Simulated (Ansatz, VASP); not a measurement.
## Two plane-wave programs on KF

The input POSCAR:

```
KF
1.0
    2.9919530854      0.0000000000      0.0000000000
    0.0000000000      2.9919530854      0.0000000000
    0.0000000000      0.0000000000      3.1788706815
K F
1 1
Direct
    0.0000000000      0.0000000000      0.0000000000
    0.5000000000      0.5000000000      0.5000000000
```

Contents of INCAR.step1:

```
SYSTEM = KF
PREC = Accurate
ENCUT = 520
ISMEAR = 0
SIGMA = 0.01
LREAL = .False.
LASPH = .True.
NELM = 100
NBANDS = 15
GGA = PE
ALGO = Normal
EDIFF = 1E-4
LWAVE = .True.
LCHARG = .False.
```

INCAR.step2

```
SYSTEM = KF
PREC = Accurate
ENCUT = 520
EDIFF = 1E-6
ISMEAR = 0
SIGMA = 0.01
LREAL = .False.
LASPH = .True.
NELM = 100
ALGO = Normal
ISIF = 2
LWAVE = .False.
LCHARG = .False.
METAGGA = R2SCAN
LMIXTAU = .True.
NBANDS = 15
ISTART = 1
```

KPOINTS

```
regular mesh
0
Gamma
  8 8 8
  0 0 0
```

Input for Ansatz:

```yaml
crystal:
  lattice:
    - [2.9919530854, 0.0, 0.0]
    - [0.0, 2.9919530854, 0.0]
    - [0.0, 0.0, 3.1788706815]
  atoms:
    - { symbol: K, position: [0.0, 0.0, 0.0] }
    - { symbol: F, position: [0.5, 0.5, 0.5] }
kpoints:
  mp_grid: { grid: [8, 8, 8] }
  band_path:
    path: [[0.0, 0.0, 0.0], [0.0, 0.5, 0.0], [0.5, 0.5, 0.0], [0.5, 0.5, 0.5]]
    npoints: 1
hamiltonian:
  xc: r2scan
scf:
  occupations: { method: fixed }
  n_extra_bands: 4
output:
  forces: true
  stress: true
  eigenvalues: true
```

Change from the starting cell: biaxial_xy strain -5.9%.

Alike in both runs: task single point; functional r2SCAN; k mesh 8 × 8 × 8; no spin polarisation.

|  | VASP | Ansatz |
| --- | --- | --- |
| version | VASP 6.6.1 | Ansatz 0.2.0 |
| potentials or method | VASP PAW PBE potentials, release 64 (K_sv, F) | plane waves, PAW |
| plane-wave cutoff (eV) | 520 | 500 |
| occupations | gaussian, width 0.01 eV | fixed |
| valence electrons in the cell | 16 | 16 |

|  | VASP | Ansatz | Ansatz less VASP |
| --- | --- | --- | --- |
| gap on the k mesh at the Fermi level (eV) | 8.67 | 8.66 | -0.007 |
| pressure (GPa) | 7.2 | 7.0 | -0.13 |
| largest component of the traceless stress (GPa) | 4.34 | 4.32 | -0.018 |

Caveats: the PAW data sets were made with another functional, which shifts forces and pressure a little (VASP). A k mesh can miss the band edges.
